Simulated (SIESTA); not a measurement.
The system is CuO.

```
Cu O
1.0
     4.16094    0.00000    0.00000
     0.00000    4.16094    0.00000
     0.00000    0.00000    3.88764
Cu O
3 3
Direct
  0.97755 0.98817 0.96033
  0.03967 0.52611 0.51817
  0.48116 0.99342 0.50592
  0.01104 0.50282 0.97548
  0.46136 0.98875 0.98674
  0.02922 0.00073 0.55336
```

The cell comes from a database or a generator and needn't be the stable form of this composition.

Base run:

```yaml
Program: SIESTA 5.4.2
Functional: vdW-DF-C09
Potentials_or_basis: PseudoDojo 0.4 standard (PBE files)
Basis: DZP (energy shift 0.003 Ry; two zetas on semicore shells)
Grid_cutoff: 800 Ry
Energy_shift: 0.003 Ry
k_mesh: 7 × 7 × 7
Occupations: fermi-dirac, width 0.05 eV
Spin: no spin polarisation
```

Its results: band gap on the k mesh none (metal or under the smearing width); pressure 12.5 GPa; largest force 10.464 eV/Å.

The run is repeated on the same cell with these changes: functional from vdW-DF-C09 to optB88-vdW. What comes out?

Band gap on the k mesh none (metal or under the smearing width); pressure 18.0 GPa; largest force 10.752 eV/Å.

Caveats: short orbitals over semicore shells can move pressures by several GPa; the potentials were made for another functional, which shifts forces and pressure; the basis of atomic orbitals isn't converged, which shifts pressures, moduli and gaps; an odd number of electrons without spin polarisation forces a metal; a magnetic or distorted state may lie lower; the run has no spin polarisation, though such a crystal can be magnetic; semilocal functionals often make such compounds metallic where correlation or magnetic order opens a gap, which also shifts bond lengths.
